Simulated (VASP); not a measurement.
# Pt (Im-3m) in VASP: single point with PBEsol

Aim: the single point of Pt with PBEsol.

All numbers are computed with VASP 6.6.1; they aren't measurements. Logs are shortened: lines on timing, memory, paths and dates and some standing lists are left out, and cuts for length are marked.

## 1. The structure

It takes space group Im-3m (No. 229, cubic). Conventional cell: a = 3.120 Å, b = 3.120 Å, c = 3.120 Å, α = 90.00°, β = 90.00°, γ = 90.00°. Pt (site symmetry m-3m) has 8 Pt at 2.70 Å as nearest neighbours.

This isn't the form of Pt at room conditions, which is fcc.

## 2. Single point, PBEsol, non-collinear spin, zero start, spin-orbit coupling

INCAR reads:

```
SYSTEM = Pt
ALGO = Normal ; EDIFF = 1E-7
ENCUT = 520 ; GGA = PS
GGA_COMPAT = .FALSE. ; ISIF = 2
ISMEAR = 0 ; LASPH = .TRUE.
LCHARG = .FALSE. ; LMAXMIX = 4
LORBIT = 11 ; LREAL = .FALSE.
LSORBIT = .TRUE. ; LWAVE = .FALSE.
MAGMOM = 0 0 0 ; NBANDS = 21
NELM = 60 ; PREC = Accurate
SIGMA = 0.1
```

KPOINTS reads:

```
k-points
0
G
  18 18 18
  0 0 0
```

POSCAR reads:

```
Pt
1.0
   -1.5598900000      1.5598900000      1.5598900000
    1.5598900000     -1.5598900000      1.5598900000
    1.5598900000      1.5598900000     -1.5598900000
Pt
1
Direct
    0.0000000000      0.0000000000      0.0000000000
```

Potentials or basis: VASP PAW PBE potentials, release 64 (Pt).

Run with:

```bash
> cat potpaw_PBE.64/Pt/POTCAR > POTCAR
> mpirun -np 1 vasp_ncl > vasp.out
```

OUTCAR:

```text
SYSTEM = Pt
   EDIFF = 1E-7
   ENCUT = 520
   GGA = PS
   ISIF = 2
   ISMEAR = 0
   LASPH = .TRUE.
   LORBIT = 11
   LREAL = .FALSE.
   LSORBIT = .TRUE.
   NELM = 60
   PREC = Accurate

 ion  position               nearest neighbor table
   1  0.000  0.000  0.000-

  LATTYP: Found a body centered cubic cell.
 ALAT       =     3.1197800000

  Lattice vectors:

 A1 = (  -1.5598900000,   1.5598900000,   1.5598900000)
 A2 = (   1.5598900000,  -1.5598900000,   1.5598900000)
 A3 = (   1.5598900000,   1.5598900000,  -1.5598900000)

Analysis of symmetry for initial positions (statically):
=====================================================================
 Subroutine PRICEL returns:
 Original cell was already a primitive cell.

 Routine SETGRP: Setting up the symmetry group for a
 body centered cubic supercell.

 Subroutine GETGRP returns: Found 48 space group operations
 (whereof 48 operations were pure point group operations)
 out of a pool of 48 trial point group operations.

The static configuration has the point symmetry O_h .

Analysis of symmetry for dynamics (positions and initial velocities):
=====================================================================
 Subroutine PRICEL returns:
 Original cell was already a primitive cell.

 Routine SETGRP: Setting up the symmetry group for a
 body centered cubic supercell.

 Subroutine GETGRP returns: Found 48 space group operations
 (whereof 48 operations were pure point group operations)
 out of a pool of 48 trial point group operations.

The dynamic configuration has the point symmetry O_h .

Analysis of structural, dynamic, and magnetic symmetry:
=====================================================================
 Subroutine PRICEL returns:
 Original cell was already a primitive cell.

 Routine SETGRP: Setting up the symmetry group for a
 body centered cubic supercell.

 Subroutine GETGRP returns: Found 48 space group operations
 (whereof 48 operations were pure point group operations)
 out of a pool of 48 trial point group operations.

The overall configuration has the point symmetry O_h .

 Subroutine INISYM returns: Found 48 space group operations
 (whereof 48 operations are pure point group operations),
 and found     1 'primitive' translations

----------------------------------------------------------------------------------------

                                     Primitive cell

  volume of cell :      15.1825

  direct lattice vectors                    reciprocal lattice vectors
    -1.559890000  1.559890000  1.559890000     0.000000000  0.320535422  0.320535422
     1.559890000 -1.559890000  1.559890000     0.320535422  0.000000000  0.320535422
     1.559890000  1.559890000 -1.559890000     0.320535422  0.320535422  0.000000000

  length of vectors
     2.701808734  2.701808734  2.701808734     0.453305542  0.453305542  0.453305542

  position of ions in fractional coordinates (direct lattice)
     0.000000000  0.000000000  0.000000000

  ion indices of the primitive-cell ions
   primitive index   ion index
                 1           1

----------------------------------------------------------------------------------------

 KPOINTS: k-points

Automatic generation of k-mesh.
 Grid dimensions read from file:
 generate k-points for:   18   18   18

 Generating k-lattice:

  Cartesian coordinates                     Fractional coordinates (reciprocal lattice)
     0.000000000  0.017807523  0.017807523     0.055555556  0.000000000  0.000000000
     0.017807523  0.000000000  0.017807523     0.000000000  0.055555556  0.000000000
     0.017807523  0.017807523  0.000000000     0.000000000  0.000000000  0.055555556

  Length of vectors
     0.025183641  0.025183641  0.025183641

  Shift w.r.t. Gamma in fractional coordinates (k-lattice)
     0.000000000  0.000000000  0.000000000

 Subroutine IBZKPT returns following result:
 ===========================================

 Found    195 irreducible k-points:

 Following reciprocal coordinates:
            Coordinates               Weight
  0.000000  0.000000  0.000000      1.000000
  0.055556  0.000000  0.000000     12.000000
  0.111111  0.000000  0.000000     12.000000
  0.166667  0.000000  0.000000     12.000000
  0.222222  0.000000  0.000000     12.000000
  0.277778  0.000000  0.000000     12.000000
[... 16 lines left out ...]
  0.333333  0.111111  0.000000     48.000000
  0.388889  0.111111  0.000000     48.000000
 [... further k-points ...]
   k-points           NKPTS =    195   k-points in BZ     NKDIM =    195   number of bands    NBANDS=     21
   number of dos      NEDOS =    301   number of ions     NIONS =      1
   total plane-waves  NPLWV =   8000
   dimension x,y,z NGX =    20 NGY =   20 NGZ =   20
   dimension x,y,z NGXF=    40 NGYF=   40 NGZF=   40
   ions per type =               1
   NGX,Y,Z   is equivalent  to a cutoff of  12.31, 12.31, 12.31 a.u.
   NGXF,Y,Z  is equivalent  to a cutoff of  24.61, 24.61, 24.61 a.u.
 SYSTEM =  Pt
   PREC   = accura    normal or accurate (medium, high low for compatibility)
   ISTART =      0    job   : 0-new  1-cont  2-samecut
   ICHARG =      2    charge: 1-file 2-atom 10-const
   ISPIN  =      1    spin polarized calculation?
   LNONCOLLINEAR =      T non collinear calculations
   LSORBIT =      T    spin-orbit coupling
   LASPH  =      T    aspherical Exc in radial PAW
   ENCUT  =  520.0 eV  38.22 Ry    6.18 a.u.   5.02  5.02  5.02*2*pi/ulx,y,z
   NELM   =     60;   NELMIN=  2; NELMDL= -5     # of ELM steps
   EDIFF  = 0.1E-06   stopping-criterion for ELM
   LREAL  =      F    real-space projection
   EDIFFG = 0.1E-05   stopping-criterion for IOM
   NSW    =      0    number of steps for IOM
   IBRION =     -1    ionic relax: 0-MD 1-quasi-New 2-CG
   NFREE  =      0    steps in history (QN), initial steepest desc. (CG)
   ISIF   =      2    stress and relaxation
   ISYM   =      2    0-nonsym 1-usesym 2-fastsym
   POTIM  = 0.5000    time-step for ionic-motion
   TEBEG  =    0.0;   TEEND  =   0.0 temperature during run
   PSTRESS=    0.0 pullay stress
   NELECT =      10.0000    total number of electrons
   NUPDOWN=      -1.0000    fix difference up-down
   EMIN   =  10.00;   EMAX   =-10.00  energy-range for DOS
   EFERMI =   0.00;   METHOD = LEGACY
   ISMEAR =     0;   SIGMA  =   0.10  broadening in eV -4-tet -1-fermi 0-gaus
   EFERMI_NEDOS =   21; number of points for ismear=-14 and -15
   IALGO  =     38    algorithm
   IMIX   =      4    mixing-type and parameters
     AMIX     =   0.40;   BMIX     =  1.00
     AMIX_MAG =   1.60;   BMIX_MAG =  1.00
  volume/ion in A,a.u.               =      15.18       102.46
  Fermi-wavevector in a.u.,A,eV,Ry     =   1.424385  2.691698 27.604505  2.028874
  Thomas-Fermi vector in A             =   2.544882
   LORBIT       =     11    0 simple, 1 ext, 2 COOP (PROOUT), +10 PAW based schemes
   GGA     = PS    functional components
   LHFCALC =     F    Hartree Fock is set to
   AEXX    =    0.0000 exact exchange contribution
   IVDW    =     0    specifies the selected vdW correction
   LEPSILON=     F    determine dielectric tensor
   LRPA    =     F    only Hartree local field effects (RPA)
 Gauss-broadening in eV      SIGMA  =   0.10
  energy-cutoff  :      520.00
  volume of cell :       15.18
 maximum number of plane-waves:       840
   NGX =  9   NGY =  9   NGZ =  9

 number of electron      10.0000000 magnetization       0.0000000      0.0000000      0.0000000

 number of electron       9.9999997 magnetization      -0.0000000     -0.0000000      0.0000000

 number of electron       9.9999997 magnetization       0.0000000      0.0000000     -0.0000000

 Free energy of the ion-electron system (eV)
  ---------------------------------------------------
  ext. energy  EPLUGINS =         0.00000000
  ---------------------------------------------------
  free energy    TOTEN  =        -7.23743925 eV

  energy without entropy =       -7.23303905  energy(sigma->0) =       -7.23523915

 E-fermi :  10.8104     XC(G=0): -13.5856

 val. band max:       10.8049970891   @ k =  -0.3889   0.3889   0.1111
 cond. band min:      10.8170906684   @ k =  -0.2778   0.3333   0.1111
 fundamental gap:      0.0120935793
 Fermi energy:        10.8104057270

 k-point     1 :       0.0000    0.0000    0.0000
  band No.  band energies     occupation
      1       0.7621      1.00000
      2       0.7621      1.00000
      3       6.6024      1.00000
      4       6.6024      1.00000
      5       6.6024      1.00000
      6       6.6024      1.00000
[... 550 lines left out ...]
      5       8.5359      1.00000
      6       8.5359      1.00000
[... 13 lines left out ...]
     20      34.5110      0.00000
     21      35.5431      0.00000

 [... further k-points ...]

------------------------ aborting loop because EDIFF is reached ----------------------------------------

  FORCE on cell =-STRESS in cart. coord.  units (eV):
  Direction    XX          YY          ZZ          XY          YZ          ZX
  --------------------------------------------------------------------------------------
  -------------------------------------------------------------------------------------
  Total        0.0502361      0.0502361      0.0502361     -0.0000000      0.0000000      0.0000000
  in kB        5.3013267      5.3013267      5.3013267     -0.0000000      0.0000000      0.0000000
  external PRESSURE =       5.3013267 kB  Pullay stress =       0.0000000 kB

 VOLUME and BASIS-vectors are now :
 -----------------------------------------------------------------------------
  energy-cutoff  :      520.00
  volume of cell :       15.18
      direct lattice vectors                 reciprocal lattice vectors
    -1.559890000  1.559890000  1.559890000     0.000000000  0.320535422  0.320535422
     1.559890000 -1.559890000  1.559890000     0.320535422  0.000000000  0.320535422
     1.559890000  1.559890000 -1.559890000     0.320535422  0.320535422  0.000000000

 POSITION                                       TOTAL-FORCE (eV/Angst)
 -----------------------------------------------------------------------------------
      0.00000      0.00000      0.00000         0.000000     -0.000000     -0.000000
 -----------------------------------------------------------------------------------
    total drift:                                0.000000      0.000000      0.000000

  FREE ENERGIE OF THE ION-ELECTRON SYSTEM (eV)
  ---------------------------------------------------
  free  energy   TOTEN  =        -7.2374392499 eV

  energy  without entropy=       -7.2330390454  energy(sigma->0) =       -7.23523915

 Spin-Orbit-Coupling matrix elements

 Ion:    1  E_soc:     -0.7597765
 l=   1
     0.0000000    -0.0327927    -0.0327927
    -0.0327927     0.0000000    -0.0327927
    -0.0327927    -0.0327927     0.0000000
 l=   2
     0.0000000    -0.0182886     0.0000000    -0.0182886    -0.0755482
    -0.0182886     0.0000000    -0.0566611    -0.0182886    -0.0188870
     0.0000000    -0.0566611     0.0000000    -0.0566611     0.0000000
    -0.0182886    -0.0182886    -0.0566611     0.0000000    -0.0188870
    -0.0755482    -0.0188870     0.0000000    -0.0188870     0.0000000
 l=   3
     0.0000000     0.0000000     0.0000000     0.0000000     0.0000000     0.0000000     0.0000000
     0.0000000     0.0000000     0.0000000     0.0000000     0.0000000     0.0000000     0.0000000
     0.0000000     0.0000000     0.0000000     0.0000000     0.0000000     0.0000000     0.0000000
     0.0000000     0.0000000     0.0000000     0.0000000     0.0000000     0.0000000     0.0000000
     0.0000000     0.0000000     0.0000000     0.0000000     0.0000000     0.0000000     0.0000000
     0.0000000     0.0000000     0.0000000     0.0000000     0.0000000     0.0000000     0.0000000
     0.0000000     0.0000000     0.0000000     0.0000000     0.0000000     0.0000000     0.0000000

 total charge

# of ion       s       p       d       tot
------------------------------------------
    1        0.639   0.605   8.040   9.284

 magnetization (x)

# of ion       s       p       d       tot
------------------------------------------
    1       -0.000   0.000  -0.000   0.000

 magnetization (y)

# of ion       s       p       d       tot
------------------------------------------
    1        0.000   0.000   0.000   0.000

 magnetization (z)

# of ion       s       p       d       tot
------------------------------------------
    1       -0.000   0.000  -0.000  -0.000
```

It took 77 s on 1 thread of Intel Xeon Platinum 8488C (Sapphire Rapids), shared host; peak memory 0.22 GiB.

Results:

| Quantity | Value |
| --- | --- |
| Free energy | -7.2374 eV |
| Pressure | 0.5 GPa |
| Net moment | 0.00 μB per cell |
| Valence electrons inside the program's atomic spheres | Pt 9.28 |

Moments on the atoms (μB; x, y, z):
```
Pt  0.00 0.00 0.00
```

Caveat: the PAW data sets were made with another functional, which shifts forces and pressure a little.
